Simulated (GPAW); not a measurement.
# Fe (Im-3m) in GPAW: further runs

The runs below take Fe through equation of state, band structure, with r4SCAN, r2SCAN.

All numbers are computed with GPAW 26.7.0; they aren't measurements. Logs are shortened: lines on timing, memory, paths and dates and some standing lists are left out, and cuts for length are marked. The log counts tension as positive stress, the text compression.

## (1) Starting point

The structure is cubic, space group Im-3m (No. 229). Conventional cell: a = 2.886 Å, b = 2.886 Å, c = 2.886 Å, α = 90.00°, β = 90.00°, γ = 90.00°. Fe (site symmetry m-3m) has 8 Fe at 2.50 Å as nearest neighbours.

## (2) Equation of state, r4SCAN, collinear spin, ferromagnetic start

Contents of run.py:

```python
from ase.eos import EquationOfState
from ase.io import Trajectory, read
from ase.units import GPa
from gpaw import GPAW, PW

atoms = read('Fe.cif')
atoms.set_initial_magnetic_moments([3.0])

traj = Trajectory('eos.traj', 'w')
volumes, energies = [], []
for x in [0.94, 0.96, 0.98, 1.0, 1.02, 1.04, 1.06]:
    a = atoms.copy()
    a.set_cell(atoms.cell * x**(1 / 3), scale_atoms=True)
    calc = GPAW(mode=PW(600),
                xc='MGGA_X_R4SCAN+MGGA_C_R2SCAN',
                kpts={'size': (10, 10, 10), 'gamma': True},
                occupations={'name': 'fermi-dirac', 'width': 0.05},
                nbands=12,
                convergence={'density': 1e-05, 'energy': 1e-05},
                maxiter=150,
                txt=f'eos-{x:.2f}.txt')
    a.calc = calc
    energies.append(a.get_potential_energy(force_consistent=True))
    volumes.append(a.get_volume())
    p = -a.get_stress()[:3].mean() / GPa
    calc.write(f'eos-{x:.2f}.gpw')
    traj.write(a)
    print(f'{x:.2f} {volumes[-1]:10.4f} A^3 {energies[-1]:14.6f} eV {p:9.3f} GPa', flush=True)

v0, e0, B = EquationOfState(volumes, energies, eos='birchmurnaghan').fit()
print(f'V0 = {v0:.4f} A^3, E0 = {e0:.6f} eV, B0 = {B / GPa:.2f} GPa')
```

Contents of Fe.cif:

```cif
data_Fe
_cell_length_a 2.49934932
_cell_length_b 2.49934932
_cell_length_c 2.49934932
_cell_angle_alpha 109.47122063
_cell_angle_beta 109.47122063
_cell_angle_gamma 109.47122063
_space_group_name_H-M_alt 'P1'
_space_group_name_Hall 'P 1'
_space_group_IT_number 1
loop_
_space_group_symop_operation_xyz
'x,y,z'
loop_
_atom_site_label
_atom_site_type_symbol
_atom_site_symmetry_multiplicity
_atom_site_Wyckoff_symbol
_atom_site_fract_x
_atom_site_fract_y
_atom_site_fract_z
_atom_site_occupancy
Fe1 Fe 1 a 0.0000000000 0.0000000000 0.0000000000 1
```

Potentials or basis: GPAW PAW data sets (gpaw-data 1.2.1), pw.

Command:

```console
$ OMP_NUM_THREADS=1 python run.py
```

The log of the run:

```text
__  _  _
 | _ |_)|_||  |
 |__||  | ||/\| - 26.7.0

Input parameters:
  mode=PW(ecut=600.0),
  convergence={'density': 1e-05, 'energy': 1e-05},
  kpts=MonkhorstPack(size=(10, 10, 10), gamma=True),
  maxiter=150,
  nbands=12,
  occupations=Occupations(name='fermi-dirac', width=0.05),
  xc=XC(name='MGGA_X_R4SCAN+MGGA_C_R2SCAN')

Diagonalizing LCAO Hamiltonian
Converting LCAO to pw mode

       Fe

Atoms  # Å, Bohr magnetons
|   | symbol |        x |        y |        z |    initial magnetic moments |
|---|--------|----------|----------|----------|-----------------------------|
| 0 |     Fe | 0.000000 | 0.000000 | 0.000000 | ( 0.0000,  0.0000,  3.0000) |

Unit cell  # Å
| periodic |         x |         y |        z |  lengths |     angles |
|----------|-----------|-----------|----------|----------|------------|
|      yes |  2.465570 |  0.000000 | 0.000000 | 2.465570 | 109.471221 |
|      yes | -0.821857 |  2.324562 | 0.000000 | 2.465570 | 109.471221 |
|      yes | -0.821857 | -1.162281 | 2.013130 | 2.465570 | 109.471221 |

Number of symmetries: 48
Symmetry operations  # r_c * U_cc + t_c -> r_c
|    | kind |            matrix            |
|----|------|------------------------------|
|  0 |  σ   |  1, 1, 1,  0, 0,-1,  0,-1, 0 |
|  1 |  C4  |  1, 1, 1,  0, 0,-1, -1, 0, 0 |
|  2 |  C2  |  1, 1, 1,  0,-1, 0,  0, 0,-1 |
|  3 |  S6  |  1, 1, 1,  0,-1, 0, -1, 0, 0 |
|  4 |  S6  |  1, 1, 1, -1, 0, 0,  0, 0,-1 |
|  5 |  C4  |  1, 1, 1, -1, 0, 0,  0,-1, 0 |
|  6 |  E   |  1, 0, 0,  0, 1, 0,  0, 0, 1 |
|  7 |  σ   |  1, 0, 0,  0, 1, 0, -1,-1,-1 |
|  8 |  σ   |  1, 0, 0,  0, 0, 1,  0, 1, 0 |
|  9 |  C3  |  1, 0, 0,  0, 0, 1, -1,-1,-1 |
| 10 |  C3  |  1, 0, 0, -1,-1,-1,  0, 1, 0 |
| 11 |  σ   |  1, 0, 0, -1,-1,-1,  0, 0, 1 |
| 12 |  σ   |  0, 1, 0,  1, 0, 0,  0, 0, 1 |
| 13 |  C2  |  0, 1, 0,  1, 0, 0, -1,-1,-1 |
| 14 |  C3  |  0, 1, 0,  0, 0, 1,  1, 0, 0 |
| 15 |  S4  |  0, 1, 0,  0, 0, 1, -1,-1,-1 |
| 16 |  S4  |  0, 1, 0, -1,-1,-1,  1, 0, 0 |
| 17 |  C3  |  0, 1, 0, -1,-1,-1,  0, 0, 1 |
| 18 |  C3  |  0, 0, 1,  1, 0, 0,  0, 1, 0 |
| 19 |  S4  |  0, 0, 1,  1, 0, 0, -1,-1,-1 |
| 20 |  σ   |  0, 0, 1,  0, 1, 0,  1, 0, 0 |
| 21 |  C3  |  0, 0, 1,  0, 1, 0, -1,-1,-1 |
| 22 |  C2  |  0, 0, 1, -1,-1,-1,  1, 0, 0 |
| 23 |  S4  |  0, 0, 1, -1,-1,-1,  0, 1, 0 |
| 24 |  C4  |  0, 0,-1,  1, 1, 1,  0,-1, 0 |
| 25 |  σ   |  0, 0,-1,  1, 1, 1, -1, 0, 0 |
| 26 |  S6  |  0, 0,-1,  0,-1, 0,  1, 1, 1 |
| 27 |  C2  |  0, 0,-1,  0,-1, 0, -1, 0, 0 |
| 28 |  C4  |  0, 0,-1, -1, 0, 0,  1, 1, 1 |
| 29 |  S6  |  0, 0,-1, -1, 0, 0,  0,-1, 0 |
| 30 |  S6  |  0,-1, 0,  1, 1, 1,  0, 0,-1 |
| 31 |  C4  |  0,-1, 0,  1, 1, 1, -1, 0, 0 |
| 32 |  C4  |  0,-1, 0,  0, 0,-1,  1, 1, 1 |
| 33 |  S6  |  0,-1, 0,  0, 0,-1, -1, 0, 0 |
| 34 |  σ   |  0,-1, 0, -1, 0, 0,  1, 1, 1 |
| 35 |  C2  |  0,-1, 0, -1, 0, 0,  0, 0,-1 |
| 36 |  C2  | -1, 0, 0,  1, 1, 1,  0, 0,-1 |
| 37 |  S6  | -1, 0, 0,  1, 1, 1,  0,-1, 0 |
| 38 |  S6  | -1, 0, 0,  0, 0,-1,  1, 1, 1 |
| 39 |  C2  | -1, 0, 0,  0, 0,-1,  0,-1, 0 |
| 40 |  C2  | -1, 0, 0,  0,-1, 0,  1, 1, 1 |
| 41 |  i   | -1, 0, 0,  0,-1, 0,  0, 0,-1 |
| 42 |  S4  | -1,-1,-1,  1, 0, 0,  0, 1, 0 |
| 43 |  C3  | -1,-1,-1,  1, 0, 0,  0, 0, 1 |
| 44 |  C3  | -1,-1,-1,  0, 1, 0,  1, 0, 0 |
| 45 |  σ   | -1,-1,-1,  0, 1, 0,  0, 0, 1 |
| 46 |  S4  | -1,-1,-1,  0, 0, 1,  1, 0, 0 |
| 47 |  C2  | -1,-1,-1,  0, 0, 1,  0, 1, 0 |

BZ-sampling:
  Number of BZ points: 1000
  Number of IBZ points: 47

  Monkhorst-Pack size: [10, 10, 10]
  Monkhorst-Pack shift: [0.05, 0.05, 0.05]

K-points  # in reciprocal-cell coordinates
|     |                                coordinates |     weight |
|-----|--------------------------------------------|------------|
|   0 | (  0.00000000,   0.00000000,   0.00000000) | 0.00100000 |
|   1 | (  0.10000000,   0.00000000,   0.00000000) | 0.01200000 |
|   2 | (  0.10000000,   0.10000000,  -0.10000000) | 0.00600000 |
|   3 | (  0.20000000,   0.00000000,  -0.10000000) | 0.02400000 |
|   4 | (  0.20000000,   0.00000000,   0.00000000) | 0.01200000 |
|   5 | (  0.20000000,   0.10000000,  -0.10000000) | 0.02400000 |
|   6 | (  0.20000000,   0.20000000,  -0.20000000) | 0.00600000 |
|   7 | (  0.30000000,  -0.10000000,  -0.10000000) | 0.00800000 |
|   8 | (  0.30000000,   0.00000000,  -0.10000000) | 0.04800000 |
|   9 | (  0.30000000,   0.00000000,   0.00000000) | 0.01200000 |
| ... |                                            |            |
|  46 | (  0.50000000,   0.50000000,   0.50000000) | 0.00100000 |

Plane wave coefficients: 397
Cutoff: 600.0 eV

Spin-components: 2 (collinear spins)
Bands:           12
Projectors:      6
Spin-degeneracy: 1
Datatype:        complex128

Parallelization:
  kpt:    1
  domain: 1
  band:   1

Density:
  Valence electrons: 8.0
  Components: 2
  Grid points: [14 14 14]
  Charge: 0.0  # |e|

Potential:
  Grid points: [14 14 14]

species:
  Fe:
    name:    Iron
    Z:       26.0
    valence: 8
    core:    18
    charge:  0.0  # [|e|]
    compensation charges:
      type: gauss
      rc: 0.33  # [Å]
      lmax: 2
    cutoffs:
      filter: 2.06  # [Å]
      core: 2.67  # [Å]
    projectors
    | kind |    occ | energy [eV] | rcut [Å] |
    |------|--------|-------------|----------|
    |   4s |  2.000 |      -5.291 |    1.164 |
    |   4p |  0.000 |      -1.326 |    1.058 |
    |   3d |  6.000 |      -7.505 |    1.058 |
    |    s |        |      21.920 |    1.164 |
    |    p |        |      25.885 |    1.058 |
    |    d |        |      19.706 |    1.058 |

    Using partial waves for Fe as LCAO basis

Reference energy: -34619.454600  # eV

eigensolver:
  PPCG
  Converge bands: occupied
  niter=2

density mixing:
  MSR1-Mixer
  Pratt-step length: 0.05
  Maximum mixing coefficient: 0.75
  Old densities: 10
  SVD Regularization: 0.005
  Good broyden scale: 1.0
  Trust region scale: 1.0
  Backstep threshold: 4.0
  History deletion threshold: 6.0
  Fourier metric: weight=20.0, sigma=0.015

occupation numbers:
  Fermi-Dirac:
    width: 0.0500  # eV

poisson solver:
  ecut: 4800.0  # eV

xc functional:
  name: MGGA_X_R4SCAN+MGGA_C_R2SCAN with 2 nearest neighbor stencil

convergence criteria:
- Maximum integral of absolute [dens]ity change: 1e-05 electrons / valence electron
- Maximum [total energy] change in last 3 cyles: 1e-05 eV / valence electron
- Maximum integral of absolute [eigenst]ate change: 4e-08 eV^2 / valence electron
maximum number of iterations: 150

SCF iterations
|iter     | |      energy | eigst |  dens |  magmom |
|---------|-|-------------|-------|-------|---------|
|iter:   1| |  -15.034239 | +0.11 |       |  +3.0053|
|iter:   2| |  -15.526026 | -0.96 | -1.08 |  +2.9953|
|iter:   3| |  -15.684384 | -1.98 | -1.07 |  +2.9087|
|iter:   4| |  -15.742039 | -2.01 | -1.20 |  +2.8024|
|iter:   5| |  -15.757346 | -2.74 | -1.40 |  +2.7655|
|iter:   6| |  -15.785121 | -2.15 | -1.51 |  +2.6788|
|iter:   7| |  -15.795612 | -2.40 | -1.89 |  +2.6233|
|iter:   8| |  -15.796469 | -3.42 | -2.12 |  +2.6332|
|iter:   9| |  -15.797342 | -3.36 | -2.20 |  +2.6477|
|iter:  10| |  -15.797560 | -3.90 | -2.58 |  +2.6729|
|iter:  11| |  -15.797552 | -4.77 | -2.88 |  +2.6625|
|iter:  12| |  -15.797565c| -5.30 | -3.22 |  +2.6648|
|iter:  13| |  -15.797567c| -6.14 | -3.87 |  +2.6652|
|iter:  14| |  -15.797567c| -5.86 | -4.13 |  +2.6653|
|iter:  15| |  -15.797567c| -7.50c| -4.52 |  +2.6653|
|iter:  16| |  -15.797567c| -7.52c| -4.86 |  +2.6653|
|iter:  17| |  -15.797567c| -8.62c| -5.42c|  +2.6653|

Converged in 17 steps
Energy contributions relative to reference atoms: (reference = -34619.454600)

Energy contributions:
  Kinetic:          14.471509
  Coulomb:         -11.885156
  Zero:              0.025193
  External:          0.000000
  Xc:              -18.406028
  Entropy:          -0.006170
  Spinorbit:         0.000000
  ----------------------------
  Free energy:     -15.800652
  Extrapolated:    -15.797567

dipole moment: (-2.006716, -2.837925, -4.915431)  # |e|*Ang

Total magnetic moment: (0.000000, 0.000000, 2.665305)

Local magnetic moments
|        x |        y |        z |
|----------|----------|----------|
| 0.000000 | 0.000000 | 2.782234 |  # Fe   0

Fermi level: 9.824
Eigenvalues  # (at kpt = [0.000, 0.000, 0.000])
| band index |      eig [eV] | occ [0-1] |      eig [eV] | occ [0-1] |
|------------|---------------|-----------|---------------|-----------|
|          0 |         1.083 |     1.000 |         0.672 |     1.000 |
|          1 |         6.772 |     1.000 |        10.151 |     0.001 |
|          2 |         6.772 |     1.000 |        10.153 |     0.001 |
|          3 |         6.773 |     1.000 |        10.157 |     0.001 |
|          4 |         8.035 |     1.000 |        12.481 |     0.000 |
|          5 |         8.036 |     1.000 |        12.485 |     0.000 |
|          6 |        35.120 |     0.000 |        35.135 |     0.000 |
|          7 |        35.126 |     0.000 |        35.136 |     0.000 |
|          8 |        35.127 |     0.000 |        35.136 |     0.000 |
|          9 |        35.573 |     0.000 |        36.816 |     0.000 |
|         10 |        35.573 |     0.000 |        36.830 |     0.000 |
|         11 |        35.573 |     0.000 |        36.836 |     0.000 |

No gap
No difference between direct/indirect transitions

Stress tensor  # eV/Ang^3
|         x |         y |         z |
|-----------|-----------|-----------|
| -0.032034 |  0.000000 |  0.000000 |
|  0.000000 | -0.032034 |  0.000000 |
|  0.000000 |  0.000000 | -0.032034 |

# Writing to eos-0.96.gpw (mode='')
```

Run time: 5.3 min. Hardware: 1 thread of Arm Neoverse V1, shared host; peak memory 0.55 GiB.

What came out:

```
Equilibrium volume : 11.86 Å³/atom (rough: see the caveat)
Bulk modulus       : 170 GPa (rough)
```

Energy against volume, from the lowest point:
```tsv
volume (Å³/atom)	energy (meV/atom)
11.298	16.48
11.538	4.88
11.778	0.00
12.019	1.05
12.259	6.48
12.499	14.87
12.740	26.78
```

Caveat: the fit is doubtful: noisy points or a state that changes with volume; the points scatter about the fit; the PAW data sets were made with another functional, which shifts forces and pressure a little.

## (3) Band structure, r2SCAN, collinear spin, ferromagnetic start

Contents of run.py:

```python
import spglib
from ase import Atoms
from ase.dft.bandgap import bandgap
from ase.io import read, write
from ase.units import GPa
from gpaw import GPAW, PW

atoms = read('Fe.cif')
cell, positions, numbers = spglib.find_primitive(
    (atoms.cell[:], atoms.get_scaled_positions(), atoms.numbers), symprec=1e-4)
atoms = Atoms(numbers, cell=cell, scaled_positions=positions, pbc=True)
atoms.set_initial_magnetic_moments([3.0])

calc = GPAW(mode=PW(600),
            xc='MGGA_X_R2SCAN+MGGA_C_R2SCAN',
            kpts={'size': (10, 10, 10), 'gamma': True},
            occupations={'name': 'fermi-dirac', 'width': 0.05},
            nbands=12,
            convergence={'density': 1e-05, 'energy': 1e-05},
            maxiter=150,
            txt='gpaw.txt')
atoms.calc = calc
energy = atoms.get_potential_energy()
forces = atoms.get_forces()
stress = atoms.get_stress()
calc.write('gs.gpw')
write('result.traj', atoms)
print(f'Energy: {energy:.6f} eV')
print('Forces (eV/A):')
print(forces.round(4))
print('Stress (GPa):', (stress / GPa).round(3))
print('Moments:', calc.get_magnetic_moments().round(3))
print('Fermi level:', round(calc.get_fermi_level(), 4), 'eV')
print(f'Gap: {bandgap(calc)[0]:.4f} eV, direct: {bandgap(calc, direct=True)[0]:.4f} eV')

path = atoms.cell.bandpath('GHNGPH,PN', npoints=100, eps=1e-4)
bs_calc = calc.fixed_density(kpts=path, symmetry='off', nbands=19,
                             convergence={'bands': 'CBM+6.0', 'eigenstates': 1e-6}, txt='bands.txt')
bs = bs_calc.band_structure()
bs.write('bs.json')
print(f'Gap on the path: {bandgap(bs_calc)[0]:.4f} eV')
```

Contents of Fe.cif:

```cif
data_Fe
_cell_length_a 2.88600000
_cell_length_b 2.88600000
_cell_length_c 2.88600000
_cell_angle_alpha 90.00000000
_cell_angle_beta 90.00000000
_cell_angle_gamma 90.00000000
_space_group_name_H-M_alt 'Im-3m'
_space_group_name_Hall '-I 4 2 3'
_space_group_IT_number 229
loop_
_space_group_symop_operation_xyz
'x,y,z'
'-x,-y,-z'
'-y,x,z'
'y,-x,-z'
'-x,-y,z'
'x,y,-z'
'y,-x,z'
'-y,x,-z'
'x,-y,-z'
'-x,y,z'
'-y,-x,-z'
'y,x,z'
'-x,y,-z'
'x,-y,z'
'y,x,-z'
'-y,-x,z'
'z,x,y'
'-z,-x,-y'
'z,-y,x'
'-z,y,-x'
'z,-x,-y'
'-z,x,y'
'z,y,-x'
'-z,-y,x'
'-z,x,-y'
'z,-x,y'
'-z,-y,-x'
'z,y,x'
'-z,-x,y'
'z,x,-y'
'-z,y,x'
'z,-y,-x'
'y,z,x'
'-y,-z,-x'
'x,z,-y'
'-x,-z,y'
'-y,z,-x'
'y,-z,x'
'-x,z,y'
'x,-z,-y'
'-y,-z,x'
'y,z,-x'
'-x,-z,-y'
'x,z,y'
'y,-z,-x'
'-y,z,x'
'x,-z,y'
'-x,z,-y'
'x+1/2,y+1/2,z+1/2'
'-x+1/2,-y+1/2,-z+1/2'
'-y+1/2,x+1/2,z+1/2'
'y+1/2,-x+1/2,-z+1/2'
'-x+1/2,-y+1/2,z+1/2'
'x+1/2,y+1/2,-z+1/2'
'y+1/2,-x+1/2,z+1/2'
'-y+1/2,x+1/2,-z+1/2'
'x+1/2,-y+1/2,-z+1/2'
'-x+1/2,y+1/2,z+1/2'
'-y+1/2,-x+1/2,-z+1/2'
'y+1/2,x+1/2,z+1/2'
'-x+1/2,y+1/2,-z+1/2'
'x+1/2,-y+1/2,z+1/2'
'y+1/2,x+1/2,-z+1/2'
'-y+1/2,-x+1/2,z+1/2'
'z+1/2,x+1/2,y+1/2'
'-z+1/2,-x+1/2,-y+1/2'
'z+1/2,-y+1/2,x+1/2'
'-z+1/2,y+1/2,-x+1/2'
'z+1/2,-x+1/2,-y+1/2'
'-z+1/2,x+1/2,y+1/2'
'z+1/2,y+1/2,-x+1/2'
'-z+1/2,-y+1/2,x+1/2'
'-z+1/2,x+1/2,-y+1/2'
'z+1/2,-x+1/2,y+1/2'
'-z+1/2,-y+1/2,-x+1/2'
'z+1/2,y+1/2,x+1/2'
'-z+1/2,-x+1/2,y+1/2'
'z+1/2,x+1/2,-y+1/2'
'-z+1/2,y+1/2,x+1/2'
'z+1/2,-y+1/2,-x+1/2'
'y+1/2,z+1/2,x+1/2'
'-y+1/2,-z+1/2,-x+1/2'
'x+1/2,z+1/2,-y+1/2'
'-x+1/2,-z+1/2,y+1/2'
'-y+1/2,z+1/2,-x+1/2'
'y+1/2,-z+1/2,x+1/2'
'-x+1/2,z+1/2,y+1/2'
'x+1/2,-z+1/2,-y+1/2'
'-y+1/2,-z+1/2,x+1/2'
'y+1/2,z+1/2,-x+1/2'
'-x+1/2,-z+1/2,-y+1/2'
'x+1/2,z+1/2,y+1/2'
'y+1/2,-z+1/2,-x+1/2'
'-y+1/2,z+1/2,x+1/2'
'x+1/2,-z+1/2,y+1/2'
'-x+1/2,z+1/2,-y+1/2'
loop_
_atom_site_label
_atom_site_type_symbol
_atom_site_symmetry_multiplicity
_atom_site_Wyckoff_symbol
_atom_site_fract_x
_atom_site_fract_y
_atom_site_fract_z
_atom_site_occupancy
Fe1 Fe 2 a 0.0000000000 0.0000000000 0.0000000000 1
```

Potentials or basis: GPAW PAW data sets (gpaw-data 1.2.1), pw.

Command:

```console
$ OMP_NUM_THREADS=1 python run.py
```

It took 72 s on 1 thread of Arm Neoverse V1, shared host; peak memory 0.25 GiB.

The run converged. Its results:

```yaml
Free_energy: -14.4357 eV
Pressure: -0.8 GPa
Band_gap_along_the_path: none (metal or under the smearing width)
Net_moment: 2.72 μB per cell
Site_moments: Fe +2.85 μB
```

Levels at the corners of the path, in eV from the Fermi level:
Spin up:
| point | band 2 | band 3 | band 4 | band 5 | band 6 |
| --- | --- | --- | --- | --- | --- |
| Γ | -3.16 | -3.16 | -3.16 | -1.98 | -1.98 |
| H | -5.33 | -0.93 | -0.93 | -0.93 | 9.57 |
| N | -4.13 | -1.95 | -1.83 | -0.68 | 0.37 |
| Γ | -3.16 | -3.16 | -3.16 | -1.98 | -1.98 |
| P | -3.89 | -3.89 | -1.80 | -1.80 | 8.16 |
| H | -5.33 | -0.93 | -0.93 | -0.93 | 9.57 |
| P | -3.89 | -3.89 | -1.80 | -1.80 | 8.16 |
| N | -4.13 | -1.95 | -1.83 | -0.68 | 0.37 |
Spin down:
| point | band 1 | band 2 | band 3 | band 4 | band 5 |
| --- | --- | --- | --- | --- | --- |
| Γ | -9.25 | 0.38 | 0.38 | 0.38 | 2.53 |
| H | -2.64 | -2.64 | 3.11 | 3.11 | 3.11 |
| N | -3.51 | -1.02 | -0.27 | 2.37 | 2.82 |
| Γ | -9.25 | 0.38 | 0.38 | 0.38 | 2.53 |
| P | -1.62 | -1.62 | -1.62 | 2.87 | 2.87 |
| H | -2.64 | -2.64 | 3.11 | 3.11 | 3.11 |
| P | -1.62 | -1.62 | -1.62 | 2.87 | 2.87 |
| N | -3.51 | -1.02 | -0.27 | 2.37 | 2.82 |

Caveat: the PAW data sets were made with another functional, which shifts forces and pressure a little.
